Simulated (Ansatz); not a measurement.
GaSb under changes of volume

One of the cells (28.625 Å³/atom); the others are scaled copies at fixed shape and fractional positions:

```
Sb Ga
1.0
     0.00000    3.05900    3.05900
     3.05900    0.00000    3.05900
     3.05900    3.05900    0.00000
Sb Ga
1 1
Direct
  0.75000 0.75000 0.75000
  0.00000 0.00000 0.00000
```

* Program: Ansatz 0.2.0
* Functional: RPBE
* Dispersion: D3(BJ)
* Potentials or basis: Ansatz PAW
* Cutoff: 420 eV (not typed: the program's choice for these potentials)
* k mesh: 8 × 8 × 8
* Occupations: fermi-dirac, width 0.05 eV
* Spin: no spin polarisation

```tsv
volume (Å³/atom)	energy over the lowest point (meV/atom)	pressure (GPa)	gap on the mesh (eV)
26.907	0.00	-2.8	0.58
27.480	12.01	-3.9	0.43
28.052	27.60	-4.8	0.28
28.625	46.34	-5.6	0.13
29.197	67.76	-6.3	none
29.770	91.51	-7.0	none
30.342	?	?	?
```

Task: What does the run at 30.342 Å³/atom give?

Result: Energy over the lowest point 117.44 meV/atom; pressure -7.5 GPa; gap on the mesh none.

Worked out: A Birch-Murnaghan fit of order 3 (a polynomial in V^(-2/3)) to the other rows has no minimum within the range. It gives 117.22 meV/atom at 30.342 Å³/atom, against the run's 117.44, and -dE/dV = -7.4 GPa, against -7.5.

Energies are extrapolated to zero smearing.

Caveats: the PAW data sets come from PBE, with cores solved anew for the run's functional, which leaves a small shift of forces and pressure; spin-orbit coupling is left out, which moves the levels of the heavy elements (some runs); pairwise dispersion overbinds metals, which lowers pressure and volume (some runs).

A mesh can miss the band edges.

A gap of «none» marks a metal or a gap under the smearing width.
